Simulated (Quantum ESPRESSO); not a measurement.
# NiO: single point with LDA+U

NiO:

```xyz
2
Lattice="0.0000 2.0913 2.0913 2.0913 0.0000 2.0913 2.0913 2.0913 0.0000" Properties=species:S:1:pos:R:3 pbc="T T T"
Ni    0.0000    0.0000    0.0000
O     2.0913    2.0913    2.0913
```

* Program: Quantum ESPRESSO 7.5
* Task: single point
* Functional: LDA
* Potentials or basis: GBRV 1.5 LDA
* Cutoff: 612 eV
* Density cutoff: 4898 eV
* k mesh: 5 × 5 × 5
* Occupations: gaussian, width 0.05 eV
* Spin: collinear spin, ferromagnetic start
* Starting moments: [2.0, 0.0] μB
* Fixed moment: 2 μB
* Hubbard terms: Ni d U = 3 eV

```yaml
Pressure: -7.5 GPa
Net_moment: 2.00 μB per cell
Absolute_moment: 2.01 μB per cell
Site_moments: Ni +1.63; O +0.32 μB
Valence_electrons_inside_the_program's_atomic_spheres: Ni 15.65; O 5.67
```

Eigenvalues of the final occupation matrices:
| site | spin | trace | eigenvalues |
| --- | --- | --- | --- |
| Ni 1 3d | 1 | 4.97 | 0.99 0.99 0.99 1.00 1.00 |
| Ni 1 3d | 2 | 3.33 | 0.19 0.19 0.98 0.98 0.98 |

Wall time 8.4 s on 1 thread of Arm Neoverse V1, on a shared host, peak memory 0.1 GiB.

Caveat: the k mesh is coarse (spacing up to 0.52 Å⁻¹), so the values aren't converged; the total moment is fixed, so each spin has its own Fermi level; a cell with one magnetic atom can't hold antiferromagnetic order, which such compounds often take. The state reached can hang on the start; a lower one may exist.
